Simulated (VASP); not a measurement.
Crystal: TePb.

```
Te Pb
1.0
     0.00000    6.46200    6.46200
     6.46200    0.00000    6.46200
     6.46200    6.46200    0.00000
Te Pb
8 8
Cartesian
  3.2310 3.2310 3.2310
  6.4620 6.4620 3.2310
  6.4620 3.2310 6.4620
  9.6930 6.4620 6.4620
  3.2310 6.4620 6.4620
  6.4620 9.6930 6.4620
  6.4620 6.4620 9.6930
  9.6930 9.6930 9.6930
  0.0000 0.0000 0.0000
  3.2310 3.2310 0.0000
  3.2310 0.0000 3.2310
  6.4620 3.2310 3.2310
  0.0000 3.2310 3.2310
  3.2310 6.4620 3.2310
  3.2310 3.2310 6.4620
  6.4620 6.4620 6.4620
```

* Program: VASP 6.6.1
* Task: phonon dispersion
* Functional: LDA
* Potentials or basis: VASP PAW LDA potentials, release 64 (Te, Pb_d)
* Cutoff: 520 eV
* k mesh: 2 × 2 × 2
* Occupations: gaussian, width 0.03 eV
* Spin: no spin polarisation
* Long-range dipole term: yes
* Supercell matrix: [2, 0, 0, 0, 2, 0, 0, 0, 2]
* Further INCAR settings: LREAL = Auto; ALGO = Fast; EDIFF = 1e-07; IBRION = 6; POTIM = 0.015; NSW = 1

**Question.** Is this structure dynamically stable at this level, and how far does the spectrum reach?

**Answer.** No: the interpolated spectrum has imaginary modes, down to 48i cm⁻¹ near Γ. The highest frequency is 103 cm⁻¹.

Phonon frequencies at the corners of the path (cm⁻¹, interpolated; i marks imaginary ones):
```
point         frequencies
    Γ    48i 48i 0 0 0 87
    X   16 17 17 49 49 53
    W   42 42 46 70 70 70
    K   33 42 53 68 70 70
    L  57 57 92 93 93 103
    U   33 42 53 68 70 70
```

A q mesh this small can miss soft modes between its points.

Caveat: the k mesh is coarse (spacing up to 0.42 Å⁻¹), so the values aren't converged; some modes are imaginary.
